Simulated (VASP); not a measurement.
# Zr2B3 (C2/c) in VASP: notebook

Runs on Zr2B3. Level: PBE. Tasks: single point.

All numbers are computed with VASP 6.6.1; they aren't measurements. Logs are shortened: lines on timing, memory, paths and dates and some standing lists are left out, and cuts for length are marked.

## (1) The crystal as given

It takes space group C2/c (No. 15, monoclinic). Conventional cell: a = 8.950 Å, b = 5.201 Å, c = 5.763 Å, α = 90.00°, β = 122.98°, γ = 90.00°. Around Zr (site symmetry 1) lie 6 B at 2.00 to 2.17 Å. B (site symmetry 1) is surrounded by 4 Zr at 2.01 to 2.17 Å. B (site symmetry 2) has 4 Zr at 2.00 to 2.15 Å as nearest neighbours.

The cell was built by a generator and needn't be a form met in nature.

## (2) Single point, PBE

INCAR

```
PREC     = Accurate       # precision mode
ENCUT    = 520            # plane-wave cutoff, eV
EDIFF    = 1E-6           # SCF threshold, eV
ISMEAR   = 0              # smearing method
SIGMA    = 0.1            # smearing width, eV
LREAL    = False          # projectors in reciprocal space
LASPH    = True           # aspherical terms in the spheres
NELM     = 100            # most SCF steps
ALGO     = Fast           # electronic algorithm
ISIF     = 2              # what is computed and relaxed
LWAVE    = False          # write WAVECAR
LCHARG   = False          # write CHGCAR
GGA      = PE             # functional
NBANDS   = 44             # bands
```

KPOINTS

```
Automatic mesh
0
Gamma
  4 4 4
```

POSCAR

```
Zr2B3
1.0
    4.4751401027     -2.6003189168      0.0000000000
    4.4751401027      2.6003189168      0.0000000000
   -3.1369814216      0.0000000000      4.8338399306
Zr B
4 6
Direct
    0.1641000000      0.6461000000      0.9534000000
    0.3539000000      0.8359000000      0.5466000000
    0.8359000000      0.3539000000      0.0466000000
    0.6461000000      0.1641000000      0.4534000000
    0.9380000000      0.7480000000      0.2380000000
    0.2520000000      0.0620000000      0.2620000000
    0.0620000000      0.2520000000      0.7620000000
    0.7480000000      0.9380000000      0.7380000000
    0.4330000000      0.5670000000      0.7500000000
    0.5670000000      0.4330000000      0.2500000000
```

Potentials or basis: VASP PAW PBE potentials, release 64 (Zr_sv, B).

The run is started by

```bash
> cat potpaw_PBE.64/Zr_sv/POTCAR potpaw_PBE.64/B/POTCAR > POTCAR
> mpirun -np 1 vasp_std > vasp.out
```

OUTCAR:

```text
PREC = Accurate
   ENCUT = 520
   EDIFF = 1E-6
   ISMEAR = 0
   LREAL = False
   LASPH = True
   NELM = 100
   ISIF = 2
   GGA = PE

 ion  position               nearest neighbor table
   1  0.164  0.646  0.953-   9 2.00   7 2.01   8 2.12   6 2.15  10 2.15   5 2.17   2 2.87   3 2.91
                             3 3.07   3 3.10   2 3.57   2 3.59   2 3.59   4 3.78   4 3.78   4 3.82
   2  0.354  0.836  0.547-   9 2.00   8 2.01   7 2.12   5 2.15  10 2.15   6 2.17   1 2.87   4 2.91
                             4 3.07   4 3.10   1 3.57   1 3.59   1 3.59   3 3.78   3 3.78   3 3.82
   3  0.836  0.354  0.047-  10 2.00   5 2.01   6 2.12   8 2.15   9 2.15   7 2.17   4 2.87   1 2.91
                             1 3.07   1 3.10   4 3.57   4 3.59   4 3.59   2 3.78   2 3.78   2 3.82
   4  0.646  0.164  0.453-  10 2.00   6 2.01   5 2.12   7 2.15   9 2.15   8 2.17   3 2.87   2 2.91
                             2 3.07   2 3.10   3 3.57   3 3.59   3 3.59   1 3.78   1 3.78   1 3.82
   5  0.938  0.748  0.238-   3 2.01   4 2.12   2 2.15   1 2.17
   6  0.252  0.062  0.262-   4 2.01   3 2.12   1 2.15   2 2.17
   7  0.062  0.252  0.762-   1 2.01   2 2.12   4 2.15   3 2.17
   8  0.748  0.938  0.738-   2 2.01   1 2.12   3 2.15   4 2.17
   9  0.433  0.567  0.750-   1 2.00   2 2.00   3 2.15   4 2.15
  10  0.567  0.433  0.250-   3 2.00   4 2.00   1 2.15   2 2.15

  LATTYP: Found a base centered monoclinic cell.
 ALAT       =     8.9502802054
 B/A-ratio  =     0.5810586612
 C/A-ratio  =     0.6438370603
 COS(beta)  =    -0.5443764673

  Lattice vectors:

 A1 = (   4.4751401027,  -2.6003189168,   0.0000000000)
 A2 = (   4.4751401027,   2.6003189168,   0.0000000000)
 A3 = (  -3.1369814216,   0.0000000000,   4.8338399306)

Analysis of symmetry for initial positions (statically):
=====================================================================
 Subroutine PRICEL returns:
 Original cell was already a primitive cell.

 Routine SETGRP: Setting up the symmetry group for a
 base centered monoclinic supercell.

 Subroutine GETGRP returns: Found  4 space group operations
 (whereof  2 operations were pure point group operations)
 out of a pool of  4 trial point group operations.

The static configuration has the point symmetry S_2 .
 The point group associated with its full space group is C_2h.

Analysis of symmetry for dynamics (positions and initial velocities):
=====================================================================
 Subroutine PRICEL returns:
 Original cell was already a primitive cell.

 Routine SETGRP: Setting up the symmetry group for a
 base centered monoclinic supercell.

 Subroutine GETGRP returns: Found  4 space group operations
 (whereof  2 operations were pure point group operations)
 out of a pool of  4 trial point group operations.

The dynamic configuration has the point symmetry S_2 .
 The point group associated with its full space group is C_2h.

 Subroutine INISYM returns: Found  4 space group operations
 (whereof  2 operations are pure point group operations),
 and found     1 'primitive' translations

----------------------------------------------------------------------------------------

                                     Primitive cell

  volume of cell :     112.5008

  direct lattice vectors                    reciprocal lattice vectors
     4.475140103 -2.600318917  0.000000000     0.111728346 -0.192284107  0.072507520
     4.475140103  2.600318917  0.000000000     0.111728346  0.192284107  0.072507520
    -3.136981422  0.000000000  4.833839931     0.000000000  0.000000000  0.206874869

  length of vectors
     5.175764427  5.175764427  5.762522097     0.233909686  0.233909686  0.206874869

  position of ions in fractional coordinates (direct lattice)
     0.164100000  0.646100000  0.953400000
     0.353900000  0.835900000  0.546600000
     0.835900000  0.353900000  0.046600000
     0.646100000  0.164100000  0.453400000
     0.938000000  0.748000000  0.238000000
     0.252000000  0.062000000  0.262000000
     0.062000000  0.252000000  0.762000000
     0.748000000  0.938000000  0.738000000
     0.433000000  0.567000000  0.750000000
     0.567000000  0.433000000  0.250000000

  ion indices of the primitive-cell ions
   primitive index   ion index
                 1           1
                 2           2
                 3           3
                 4           4
                 5           5
                 6           6
                 7           7
                 8           8
                 9           9
                10          10

----------------------------------------------------------------------------------------

 KPOINTS: Automatic mesh

Automatic generation of k-mesh.
 Grid dimensions read from file:
 generate k-points for:    4    4    4

 Generating k-lattice:

  Cartesian coordinates                     Fractional coordinates (reciprocal lattice)
[... 74 lines left out ...]
   LRPA    =     F    only Hartree local field effects (RPA)
 non-spin polarized calculation
 RMM-DIIS sequential band-by-band and
 Gauss-broadening in eV      SIGMA  =   0.10
  energy-cutoff  :      520.00
  volume of cell :      112.50
 maximum number of plane-waves:      3053
 NGX is ok and might be reduce to    40
   NGX = 19   NGY = 19   NGZ = 21

 number of electron      65.9999999 magnetization

 Free energy of the ion-electron system (eV)
  ---------------------------------------------------
  ext. energy  EPLUGINS =         0.00000000
  ---------------------------------------------------
  free energy    TOTEN  =       -55.84220963 eV

  energy without entropy =      -55.82620162  energy(sigma->0) =      -55.83420562

 E-fermi :   9.4897     XC(G=0): -12.0771

 val. band max:        9.4838520144   @ k =   0.2500   0.0000   0.2500
 cond. band min:       9.4969501184   @ k =  -0.2500   0.5000   0.2500
 fundamental gap:      0.0130981040
 Fermi energy:         9.4897124017

 k-point     1 :       0.0000    0.0000    0.0000
  band No.  band energies     occupation
      1     -37.7816      2.00000
      2     -37.6450      2.00000
      3     -37.5854      2.00000
      4     -37.4809      2.00000
      5     -16.7946      2.00000
      6     -16.6625      2.00000
[... 36 lines left out ...]
     43      12.8365      0.00000
     44      13.9482      0.00000

 k-point     2 :       0.2500    0.0000    0.0000
  band No.  band energies     occupation
      1     -37.7528      2.00000
      2     -37.6325      2.00000
      3     -37.6033      2.00000
      4     -37.5060      2.00000
      5     -16.7797      2.00000
      6     -16.6696      2.00000
[... 36 lines left out ...]
     43      13.9237      0.00000
     44      14.2204      0.00000

 k-point     3 :       0.5000    0.0000    0.0000
  band No.  band energies     occupation
      1     -37.7021      2.00000
      2     -37.6610      2.00000
      3     -37.5853      2.00000
      4     -37.5477      2.00000
      5     -16.6790      2.00000
      6     -16.6753      2.00000
[... 36 lines left out ...]
     43      14.9164      0.00000
     44      15.1188      0.00000

 k-point     4 :       0.2500    0.2500    0.0000
  band No.  band energies     occupation
      1     -37.7523      2.00000
      2     -37.6400      2.00000
      3     -37.5979      2.00000
      4     -37.5042      2.00000
      5     -16.7970      2.00000
      6     -16.7313      2.00000
[... 882 lines left out ...]
     43      13.9938      0.00000
     44      14.0929      0.00000

 k-point    23 :      -0.2500    0.2500    0.5000
  band No.  band energies     occupation
      1     -37.6781      2.00000
      2     -37.6781      2.00000
      3     -37.5702      2.00000
      4     -37.5702      2.00000
      5     -16.7028      2.00000
      6     -16.7028      2.00000
[... 36 lines left out ...]
     43      14.0179      0.00000
     44      14.0186      0.00000

 k-point    24 :       0.5000    0.5000    0.5000
  band No.  band energies     occupation
      1     -37.6934      2.00000
      2     -37.6934      2.00000
      3     -37.5544      2.00000
      4     -37.5544      2.00000
      5     -16.6323      2.00000
      6     -16.6323      2.00000
[... 36 lines left out ...]
     43      14.5245      0.00000
     44      14.5265      0.00000

------------------------ aborting loop because EDIFF is reached ----------------------------------------

  FORCE on cell =-STRESS in cart. coord.  units (eV):
  Direction    XX          YY          ZZ          XY          YZ          ZX
  --------------------------------------------------------------------------------------
  -------------------------------------------------------------------------------------
  Total       59.6869911     54.5791605     49.8210677      0.0000000      0.0000000     -0.4955338
  in kB      850.0309838    777.2879254    709.5256507      0.0000000      0.0000000     -7.0571337
  external PRESSURE =     778.9481866 kB  Pullay stress =       0.0000000 kB

 VOLUME and BASIS-vectors are now :
 -----------------------------------------------------------------------------
  energy-cutoff  :      520.00
  volume of cell :      112.50
      direct lattice vectors                 reciprocal lattice vectors
     4.475140103 -2.600318917  0.000000000     0.111728346 -0.192284107  0.072507520
     4.475140103  2.600318917  0.000000000     0.111728346  0.192284107  0.072507520
    -3.136981422  0.000000000  4.833839931     0.000000000  0.000000000  0.206874869

 POSITION                                       TOTAL-FORCE (eV/Angst)
 -----------------------------------------------------------------------------------
      0.63496      1.25335      4.60858        -0.679268      2.130623     -1.580930
      3.60985      1.25335      2.64218         0.679268      2.130623      1.580930
      5.17834     -1.25335      0.22526         0.679268     -2.130623      1.580930
      2.20345     -1.25335      2.19166        -0.679268     -2.130623     -1.580930
      6.79848     -0.49406      1.15045         2.081148      0.270761      0.342702
      0.58330     -0.49406      1.26647        -2.081148      0.270761     -0.342702
     -0.98519      0.49406      3.68339        -2.081148     -0.270761     -0.342702
      5.22999      0.49406      3.56737         2.081148     -0.270761      0.342702
      2.12240      0.34844      3.62538         0.000000     -2.015195      0.000000
      3.69089     -0.34844      1.20846         0.000000      2.015195      0.000000
 -----------------------------------------------------------------------------------
    total drift:                               -0.000000      0.000000      0.000000

  FREE ENERGIE OF THE ION-ELECTRON SYSTEM (eV)
  ---------------------------------------------------
  free  energy   TOTEN  =       -55.8422096272 eV

  energy  without entropy=      -55.8262016197  energy(sigma->0) =      -55.83420562
```

Run time: 2 min. Hardware: 1 thread of Intel Xeon 6975P-C (Granite Rapids), shared host; peak memory 0.3 GiB.

What came out:

```yaml
Free_energy: -55.8422 eV
Pressure: 77.9 GPa
Largest_force: 2.739 eV/Å
Band_gap_on_the_k_mesh: none (metal or under the smearing width)
```

Forces on the atoms (eV/Å):
```
Zr  -0.679  2.131 -1.581
Zr   0.679  2.131  1.581
Zr   0.679 -2.131  1.581
Zr  -0.679 -2.131 -1.581
B    2.081  0.271  0.343
B   -2.081  0.271 -0.343
B   -2.081 -0.271 -0.343
B    2.081 -0.271  0.343
B    0.000 -2.015  0.000
B    0.000  2.015  0.000
```

Caveat: the k mesh is coarse (spacing up to 0.37 Å⁻¹), so the values aren't converged; a pressure of tens of GPa on the cell as given is suspect, and the run, the potentials or the cell itself is likely at fault; forces of over 1 eV/Å show positions far from the minimum, so gaps and moduli don't describe the material at rest.

## (3) Single point, PBE

This run uses another cell than the first one, of 14.68 Å³/atom, 1.304 times its volume.

INCAR

```
PREC = Accurate
ENCUT = 520
EDIFF = 1E-6
ISMEAR = 0
SIGMA = 0.1
LREAL = False
LASPH = True
NELM = 100
ALGO = Fast
ISIF = 2
LWAVE = False
LCHARG = False
GGA = PE
NBANDS = 44
```

KPOINTS is that of step 2.

POSCAR

```
Zr2B3
1.0
    4.5817454939     -2.6458795659      0.0626224018
    4.5817454939      2.6458795659      0.0626224018
   -3.1440677842      0.0000000000      6.0099212926
Zr B
4 6
Direct
    0.1242212260      0.6242465911      0.8725634930
    0.3757534089      0.8757787740      0.6274365070
    0.8757787740      0.3757534089      0.1274365070
    0.6242465911      0.1242212260      0.3725634930
    1.0661864485      0.7501228872      0.2498671591
    0.2498771128     -0.0661864485      0.2501328409
   -0.0661864485      0.2498771128      0.7501328409
    0.7501228872      1.0661864485      0.7498671591
    0.5664042767      0.4335957233      0.7500000000
    0.4335957233      0.5664042767      0.2500000000
```

Potentials or basis: VASP PAW PBE potentials, release 64 (Zr_sv, B).

The run is started by

```bash
> cat potpaw_PBE.64/Zr_sv/POTCAR potpaw_PBE.64/B/POTCAR > POTCAR
> mpirun -np 1 vasp_std > vasp.out
```

Run time: 2.5 min. Hardware: 1 thread of Intel Xeon 6975P-C (Granite Rapids), shared host; peak memory 0.32 GiB.

Results (log left out):

```
Free energy            : -76.7716 eV
Pressure               : 0.3 GPa
Largest force          : 0.027 eV/Å
Band gap on the k mesh : none (metal or under the smearing width)
```

Forces on the atoms (eV/Å):
```
Zr  -0.003 -0.001 -0.017
Zr   0.003 -0.001  0.017
Zr   0.003  0.001  0.017
Zr  -0.003  0.001 -0.017
B   -0.024  0.012  0.000
B    0.024  0.012  0.000
B    0.024 -0.012  0.000
B   -0.024 -0.012  0.000
B    0.000  0.026  0.000
B    0.000 -0.026  0.000
```

Stress tensor (GPa, compression positive):
```
0.21 0.00 0.02
0.00 0.23 0.00
0.02 0.00 0.39
```

Levels at points of the mesh, in eV from the Fermi level:
| k point | band 30 | band 31 | band 32 | band 33 | band 34 | band 35 | band 36 | band 37 |
| --- | --- | --- | --- | --- | --- | --- | --- | --- |
| (0.00, 0.00, 0.00) | -1.59 | -0.21 | -0.21 | 0.09 | 0.44 | 0.45 | 1.81 | 1.82 |
| (0.50, 0.00, 0.00) | -1.46 | -0.93 | -0.92 | -0.21 | -0.21 | 1.33 | 1.33 | 2.26 |
| (0.50, 0.50, 0.00) | -1.36 | -1.11 | -0.70 | -0.03 | 0.58 | 0.69 | 1.40 | 1.79 |
| (0.00, 0.00, 0.50) | -1.69 | -0.25 | -0.25 | -0.25 | -0.25 | 2.46 | 2.46 | 2.65 |
| (0.50, 0.00, 0.50) | -1.36 | -1.11 | -0.70 | -0.03 | 0.58 | 0.68 | 1.40 | 1.79 |
| (0.50, 0.50, 0.50) | -1.46 | -0.92 | -0.92 | -0.21 | -0.21 | 1.33 | 1.33 | 2.25 |

## (4) Single point, PBE

This run uses another cell than the first one, of 14.70 Å³/atom, 1.307 times its volume.

INCAR

```
PREC     = Accurate       # precision mode
ENCUT    = 520            # plane-wave cutoff, eV
EDIFF    = 1E-7           # SCF threshold, eV
ISMEAR   = 0              # smearing method
SIGMA    = 0.1            # smearing width, eV
LREAL    = False          # projectors in reciprocal space
LASPH    = True           # aspherical terms in the spheres
NELM     = 100            # most SCF steps
ALGO     = Fast           # electronic algorithm
ISIF     = 2              # what is computed and relaxed
LWAVE    = False          # write WAVECAR
LCHARG   = False          # write CHGCAR
GGA      = PE             # functional
NBANDS   = 44             # bands
```

KPOINTS

```
Automatic mesh
0
Gamma
  9 9 9
```

POSCAR

```
Zr2B3
1.0
    2.6447975007      1.5269745490      6.0667284574
   -2.6447975007      1.5269745490      6.0667284574
    0.0000000000     -3.0539490979      6.0667284574
Zr B
4 6
Direct
    0.6244131327      0.6244131327      0.6244131327
    0.8755868673      0.8755868673      0.8755868673
    0.3755868673      0.3755868673      0.3755868673
    0.1244131327      0.1244131327      0.1244131327
    0.7500000000      0.9337876318      0.5662123682
    0.9337876318      0.5662123682      0.7500000000
    0.2500000000      0.0662123682      0.4337876318
    0.0662123682      0.4337876318      0.2500000000
    0.4337876318      0.2500000000      0.0662123682
    0.5662123682      0.7500000000      0.9337876318
```

The run is started by

```bash
> cat potpaw_PBE.64/Zr_sv/POTCAR potpaw_PBE.64/B/POTCAR > POTCAR
> mpirun -np 1 vasp_std > vasp.out
```

Wall time 26 min (1 thread of Intel Xeon 6975P-C (Granite Rapids), shared host); peak memory 0.63 GiB.

The run converged. Its results:

* Free energy: -76.7947 eV
* Pressure: 0.1 GPa
* Largest force: 0.014 eV/Å
* Band gap on the k mesh: none (metal or under the smearing width)

Forces on the atoms (eV/Å):
```
Zr   0.000  0.000 -0.008
Zr   0.000  0.000  0.008
Zr   0.000  0.000  0.008
Zr   0.000  0.000 -0.008
B   -0.007  0.012  0.000
B    0.014  0.000  0.000
B    0.007 -0.012  0.000
B   -0.014  0.000  0.000
B    0.007  0.012  0.000
B   -0.007 -0.012  0.000
```

Levels at points of the mesh, in eV from the Fermi level:
```csv
k point,band 30,band 31,band 32,band 33,band 34,band 35,band 36,band 37
"(0.00, 0.00, 0.00)",-1.53,-0.14,-0.14,0.17,0.49,0.49,1.88,1.88
```

## (5) The runs side by side

| cell | k mesh | further INCAR settings | mesh quality | gap on the mesh (eV) | pressure (GPa) | largest force (eV/Å) |
| --- | --- | --- | --- | --- | --- | --- |
| C2/c, 11.25 Å³/atom | 4 × 4 × 4 | ALGO = Fast; EDIFF = 1e-06; NBANDS = 44 | coarse | none | 77.9 | 2.74 |
| C2/c, 14.68 Å³/atom | 4 × 4 × 4 | ALGO = Fast; EDIFF = 1e-06; NBANDS = 44 | not flagged | none | 0.3 | 0.03 |
| R-3c, 14.7 Å³/atom | 9 × 9 × 9 | ALGO = Fast; EDIFF = 1e-07; NBANDS = 44 | not flagged | none | 0.1 | 0.01 |

Alike in all rows: task single point; level PBE; potentials or basis VASP PAW PBE potentials, release 64 (Zr_sv, B); no spin polarisation; cutoff (eV) 520; smearing gaussian 0.1 eV.

Caveats: some runs use coarse meshes; a pressure of tens of GPa on the cell as given is suspect, and the run, the potentials or the cell itself is likely at fault (some runs); forces of over 1 eV/Å show positions far from the minimum, so gaps and moduli don't describe the material at rest (some runs).

Total energies depend on the potentials used, so only differences within one code and one set of settings carry meaning.
